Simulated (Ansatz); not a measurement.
**Ni: starts and ends of a spin-polarised SCF, part 1 of 2**

Aim: see which self-consistent states Ni reaches from different starts at one fixed geometry, and which of them is lowest. Ni is taken in its deposited structure (space group Fm-3m, primitive cell doubled), 2 atoms in the cell. Source: COD entry 4320507, which need not be the ambient phase.

Program: Ansatz 0.2.0. Level of theory: DFT LDA, PAW, plane waves, scalar-relativistic. These are calculated values, not measurements.

**1. The starting structure**

The structure is cubic, space group Fm-3m (No. 225). The conventional cell has a = 3.537 Å, b = 3.537 Å, c = 3.537 Å, α = 90.00°, β = 90.00°, γ = 90.00°. Ni (site symmetry m-3m) is surrounded by 12 Ni at 2.50 Å.

Structure file:

```
CELL_PARAMETERS angstrom
0.00000 -1.76827 -1.76827
-3.53654 -1.76827 -1.76827
0.00000 1.76827 -1.76827
ATOMIC_POSITIONS crystal
Ni 0.00000 0.00000 0.00000
Ni 0.00000 0.50000 0.50000
```

Atoms are counted from 1 in the order of input.yaml (Ni2 and so on).

First come: parallel moments, plain SCF; opposed moments +-, plain SCF; no spin polarisation; spin on, no moments given (the program may seed its own), plain SCF. What is tried next depends on their ends.

“Plain SCF” means no search for lower states. 

The total moment includes the space between the atomic spheres.

**2. Parallel moments, plain SCF**

Input file input.yaml:

```yaml
crystal:
  lattice:
    - [0.0, -1.76827, -1.76827]
    - [-3.53654, -1.76827, -1.76827]
    - [0.0, 1.76827, -1.76827]
  atoms:
    - { symbol: Ni, position: [0.0, 0.0, 0.0], spin: 2.0 }
    - { symbol: Ni, position: [0.0, 0.5, 0.5], spin: 2.0 }
magnetization:
  spin_polarized: true
hamiltonian:
  xc: lda
  pseudopotentials: { kind: paw }
basis:
  ecutwfc: 420
kpoints:
  mp_grid: { grid: [14, 8, 12] }
scf:
  occupations: { method: fermi_dirac, width: 0.1 }
  lower_state_search: "off"
output:
  forces: true
  stress: true
```

On the command line:

```sh
> ansatz run input.yaml --threads 2 --pin off --max-ram 5120MiB --backend cpu --events-out ev --progress --plain --runs-dir out
```

Log, cut to the lines that bear on the results:

```text
Warning: crystal.symmetry: narrowed to the stabiliser of the k-point mesh — unitary ops 32 → 8; excluded 24 operations that carry a point of the 14×8×12 mesh (shift [0, 0, 0]) off the mesh (the run samples exactly the mesh kpoints.mp_grid names, as under crystal.symmetry.detect: false, [...]
Pseudopotentials: kind: paw
Pseudopotential: Ni, paw, valence charge 18, recommended cutoff 420 eV (normal), Ni.paw.azcp
Functional definition: SPW92
[...]
Crystal: 2 atoms, lattice volume = 22.116 Å³
Basis set: ecut = 420 eV, 403 PW (Γ)
Bands: 24, of which v1, the nominal top of the filled ones, is band 18 counted from 1 (17 counted from 0)
Symmetry: 8 space group operations
k-points: 406 of 1344
[...]
Starting moments: Σ|m| = 4 μB on 2 of 2 sites
[...]
SCF iter   1: F=—  HF=-11546.123993 eV  |F-HF|=—  |Δ(HF+E_count)|=         —  Δρ=1.27e-1 (↑1.27e-1 ↓1.20e-1)  dr2=1.66e-2  dr2_m=3.08e0  M=1.856 μB ∫|m|=2.039 μB  β_m=0.30  ethr=4.58e-5  ⟨swp⟩=1.1  Hψ=95701  notcnv=0
[...]
spin-set hold released at iteration 1 (the charge has settled, or the pull on large starting moments outlasts its swing): the magnetisation degrees of freedom join the quasi-Newton model from the next iteration; the mixer history was flushed
[...]
SCF iter   9: F=-11546.675311 eV  HF=-11546.675311 eV  |F-HF|=3.38e-9  |Δ(HF+E_count)|=   2.47e-8  Δρ=5.14e-6 (↑1.80e-6 ↓5.14e-6)  dr2=4.09e-9  dr2_m=6.84e-10  M=1.208 μB ∫|m|=1.336 μB  ethr=2.19e-11  ⟨swp⟩=2.0  Hψ=57288  notcnv=0
[...]
SCF converged after 9 iterations
Magnetization: 1.2079 μB (18.6039 up, 17.3961 down)
Absolute magnetization: 1.3370 μB (∫|ρ↑−ρ↓|, with the PAW one-centre terms)
Spin contamination: 0.0089 ħ² per cell (⟨S²⟩ above its minimum at these occupations)
Per-site moments (μB) at R_I (Å): [(0.6319667102673712, 1.0315434590742076), (0.631966710267371, 1.0315434590742076)]
Free energy (F): -11546.675311 eV
[...]
E sigma→0 (E₀):  -11546.617106 eV
Entropy (-TS):   -0.116410 eV (-58.205 meV/atom)
Fermi energy:    17.328031 eV
[...]
--- Forces (eV/Å), atoms counted from 1 ---
  atom   1  Ni     0.00000000     0.00000000     0.00000000
  atom   2  Ni     0.00000000     0.00000000     0.00000000
[...]
--- Stress (GPa, compression-positive) ---
      -19.135873       0.006490       0.006490
        0.006490     -19.275987      -0.063343
        0.006490      -0.063343     -19.275987
  P = ⅓ Tr σ = -19.2293 GPa (-192.293 kbar)
```

Run time: 14 s. Hardware: 2 threads of Arm Neoverse V2, shared host; peak memory 0.54 GiB.

Result: ferromagnetic, site moments Ni1 0.63, Ni2 0.63 μB, total 1.21 μB per cell, no gap on the k-mesh.

**3. Opposed moments +-, plain SCF**

input.yaml: that of step 2 with these lines changed.

```diff
@@ -7,3 +7,3 @@
     - { symbol: Ni, position: [0.0, 0.0, 0.0], spin: 2.0 }
-    - { symbol: Ni, position: [0.0, 0.5, 0.5], spin: 2.0 }
+    - { symbol: Ni, position: [0.0, 0.5, 0.5], spin: -2.0 }
 magnetization:
@@ -23 +23,5 @@
   stress: true
+  write_density: true
+  write_potential: true
+  elf: true
+  volumetric_format: npy
```

On the command line:

```sh
> ansatz run input.yaml --threads 2 --pin off --max-ram 5120MiB --backend cpu --events-out ev --progress --plain --runs-dir out
```

Log, cut to the lines that bear on the results:

```text
Warning: crystal.symmetry: narrowed to the stabiliser of the k-point mesh — unitary ops 16 → 4; excluded 12 operations that carry a point of the 14×8×12 mesh (shift [0, 0, 0]) off the mesh (the run samples exactly the mesh kpoints.mp_grid names, as under crystal.symmetry.detect: false, [...]
[... 9 lines as in an earlier run ...]
Symmetry: 4 space group operations
[... 6 lines as in an earlier run ...]
Starting moments: Σ|m| = 4 μB on 2 of 2 sites
[... 2 lines as in an earlier run ...]
spin-down is spin-up translated by (0, 0.5, 0.5): one eigenproblem is solved per k-point and the antiferromagnetic symmetry of the starting moments is kept exactly by this SCF (crystal.symmetry.spin_inversion_symmetry: false solves both channels; [...]
SCF iter   1: F=—  HF=-11545.765753 eV  |F-HF|=—  |Δ(HF+E_count)|=         —  Δρ=1.50e-1 (↑1.50e-1 ↓1.50e-1)  dr2=1.08e-2  dr2_m=4.57e0  M=0.000 μB ∫|m|=1.703 μB  β_m=0.30  ethr=2.99e-5  ⟨swp⟩=1.4  Hψ=48966  notcnv=0
[...]
[... 1 line as in an earlier run ...]
[...]
SCF iter  13: F=-11546.624378 eV  HF=-11546.624378 eV  |F-HF|=4.37e-11  |Δ(HF+E_count)|=  1.16e-10  Δρ=4.89e-7 (↑4.89e-7 ↓4.89e-7)  dr2=4.66e-11  dr2_m=9.76e-13  M=0.000 μB ∫|m|=0.000 μB  ethr=1.15e-12  ⟨swp⟩=4.7  Hψ=45461  notcnv=0
WARN: the starting moments were not kept: the SCF closed with an absolute magnetisation of 9.6e-7 μB, where they sum to 4 μB in size (2 sites). That is at most 0.1 of that sum. Measured as dr2_m measures the in/out step, that magnetisation stands 1.1e-12 eV from none, at or under the [...]
SCF converged after 13 iterations
Magnetization: 0.0000 μB (18.0000 up, 18.0000 down)
Absolute magnetization: 0.0000 μB (∫|ρ↑−ρ↓|, with the PAW one-centre terms)
Spin contamination: 0.0000 ħ² per cell (⟨S²⟩ above its minimum at these occupations)
Per-site moments (μB) at R_I (Å): [(4.1048722479411653e-7, 1.0315434590742076), (-4.1048722479411653e-7, 1.0315434590742076)]
Free energy (F): -11546.624378 eV
[...]
E sigma→0 (E₀):  -11546.535231 eV
Entropy (-TS):   -0.178295 eV (-89.147 meV/atom)
Fermi energy:    17.194620 eV
[...]
--- Forces (eV/Å), atoms counted from 1 ---
  atom   1  Ni     0.00000000     0.00000000     0.00000000
  atom   2  Ni     0.00000000     0.00000000     0.00000000
[...]
--- Stress (GPa, compression-positive) ---
      -19.969821      -0.003292      -0.003292
       -0.003292     -20.091366       0.086094
       -0.003292       0.086094     -20.091366
  P = ⅓ Tr σ = -20.0509 GPa (-200.509 kbar)
--- Band table (eV; the first three rows and the last of 812) ---
[... band rows left out ...]
[...]
```

Wall time 12 s (2 threads of Arm Neoverse V2, shared host); peak memory 0.53 GiB.

Result: non-magnetic, no gap on the k-mesh. It lies 25.5 meV/atom above the lowest state so far (step 2).

Axes a, b and c in the maps are those of this run's conventional cell (a, b, c = 3.537, 3.537, 3.537 Å).

Density in a lattice plane of the grid's cell (edges 3.54 and 3.54 Å, at 0.000 of the third edge), which holds Ni.

Ten even steps from ' ' (0.17 e/Å³) to '@' (60.53 e/Å³):
```
##++--..                                  ..--++
--::..                                      ..::
....                                          ..
                                                
                                                
                                                
                      ......                    
                    ..::--::..                  
                  ..--++##++--..                
                  ::==##@@##==::                
                  ..--++##++--..                
                    ..::--::..                  
                      ......                    
                                                
                                                
                                                
....                                          ..
--::..                                      ..::
##++--..                                  ..--++
@@##==::                                  ::==##
```
Columns run along the first of these edges and rows up along the second, over one cell in 24 and 20 even steps from the bottom left corner. Atoms in the plane (fractional): Ni at (0.00, 0.00), Ni at (0.50, 0.50).

ELF in the same plane.

Ten even steps from ' ' (0.17) to '@' (0.73):
```
%%##++--::..        ..........        ..::--++##
++++--::..        ......  ......        ..::--++
----::..        ....          ....        ..::--
....          ..                  ..          ..
                                                
          ..          ......          ..        
      ....        ..::------::..        ....    
  ......        ..::--++++++--::..        ......
......        ..::--++##%%##++--::..        ....
......        ..::==**%%@@%%**==::..        ....
......        ..::--++##%%##++--::..        ....
  ......        ..::--++++++--::..        ......
      ....        ..::------::..        ....    
          ..          ......          ..        
                                                
....          ..                  ..          ..
----::..        ....          ....        ..::--
++++--::..        ......  ......        ..::--++
%%##++--::..        ..........        ..::--++##
@@%%**==::..        ..........        ..::==**%%
```
Columns run along the first of these edges and rows up along the second, over one cell in 24 and 20 even steps from the bottom left corner. Atoms in the plane (fractional): Ni at (0.00, 0.00), Ni at (0.50, 0.50).

Both are smooth fields of the valence electrons: close to the nuclei they are not physical.

**4. No spin polarisation**

input.yaml: that of step 3 with these lines changed.

```diff
@@ -6,6 +6,4 @@
   atoms:
-    - { symbol: Ni, position: [0.0, 0.0, 0.0], spin: 2.0 }
-    - { symbol: Ni, position: [0.0, 0.5, 0.5], spin: -2.0 }
-magnetization:
-  spin_polarized: true
+    - { symbol: Ni, position: [0.0, 0.0, 0.0] }
+    - { symbol: Ni, position: [0.0, 0.5, 0.5] }
 hamiltonian:
```

On the command line:

```sh
> ansatz run input.yaml --threads 2 --pin off --max-ram 5120MiB --backend cpu --events-out ev --progress --plain --runs-dir out
```

Log, cut to the lines that bear on the results:

```text
[... 9 lines as in an earlier run ...]
Bands: 22, of which v1, the nominal top of the filled ones, is band 18 counted from 1 (17 counted from 0)
[... 6 lines as in an earlier run ...]
[...]
[... 2 lines as in an earlier run ...]
SCF iter   1: F=—  HF=-11546.638958 eV  |F-HF|=—  |Δ(HF+E_count)|=         —  Δρ=2.69e-2  dr2=7.30e-2  ethr=1.77e-3  ⟨swp⟩=4.3  Hψ=32199  notcnv=0
[...]
SCF iter   6: F=-11546.624378 eV  HF=-11546.624378 eV  |F-HF|=1.81e-9  |Δ(HF+E_count)|=   1.10e-7  Δρ=5.11e-6  dr2=2.63e-9  ethr=2.78e-10  ⟨swp⟩=6.6  Hψ=56304  notcnv=0
[...]
SCF converged after 6 iterations
Free energy (F): -11546.624378 eV
[...]
E sigma→0 (E₀):  -11546.535231 eV
Entropy (-TS):   -0.178295 eV (-89.147 meV/atom)
Fermi energy:    17.194596 eV
[... 30 lines left out: energy terms, forces, stress, bands ...]
```

It took 5.5 s on 2 threads of Arm Neoverse V2, shared host; peak memory 0.43 GiB.

Nothing new: the 6 iterations lead to the state found in step 3 (non-magnetic).

**5. Spin on, no moments given (the program may seed its own), plain SCF**

input.yaml: that of step 4 with these lines changed.

```diff
@@ -21,5 +21,3 @@
   stress: true
-  write_density: true
-  write_potential: true
-  elf: true
-  volumetric_format: npy
+magnetization:
+  spin_polarized: true
```

On the command line:

```sh
> ansatz run input.yaml --threads 2 --pin off --max-ram 5120MiB --backend cpu --events-out ev --progress --plain --runs-dir out
```

Log, cut to the lines that bear on the results:

```text
[... 1 line as in an earlier run ...]
band count auto-derived: 24 (N_el = 36.0; filled up to band 18; 22 by the electrons, moments and atoms)
[... 18 lines as in an earlier run ...]
[...]
SCF iter   1: F=—  HF=-11545.207211 eV  |F-HF|=—  |Δ(HF+E_count)|=         —  Δρ=1.90e-1 (↑1.68e-1 ↓1.90e-1)  dr2=8.65e-2  dr2_m=6.49e0  M=2.576 μB ∫|m|=2.576 μB  ethr=7.64e-5  ⟨swp⟩=1.3  Hψ=48350  notcnv=0
[...]
SCF iter  10: F=-11546.675311 eV  HF=-11546.675311 eV  |F-HF|=1.11e-9  |Δ(HF+E_count)|=   8.96e-9  Δρ=5.39e-6 (↑1.21e-6 ↓5.39e-6)  dr2=2.80e-9  dr2_m=1.12e-9  M=1.208 μB ∫|m|=1.336 μB  ethr=2.78e-10  ⟨swp⟩=4.0  Hψ=61163  notcnv=0
[...]
SCF converged after 10 iterations
Magnetization: 1.2079 μB (18.6039 up, 17.3961 down)
Absolute magnetization: 1.3371 μB (∫|ρ↑−ρ↓|, with the PAW one-centre terms)
Spin contamination: 0.0089 ħ² per cell (⟨S²⟩ above its minimum at these occupations)
Per-site moments (μB) at R_I (Å): [(0.6319769938887396, 1.0315434590742076), (0.6319769938887396, 1.0315434590742076)]
Free energy (F): -11546.675311 eV
[...]
E sigma→0 (E₀):  -11546.617106 eV
Entropy (-TS):   -0.116409 eV (-58.204 meV/atom)
Fermi energy:    17.327990 eV
[... 25 lines left out: energy terms, forces, stress ...]
```

Run time: 12 s. Hardware: 2 threads of Arm Neoverse V2, shared host; peak memory 0.54 GiB.

This is the state of step 2 again (ferromagnetic), after 10 iterations.

(Continued in part 2 of 2.)
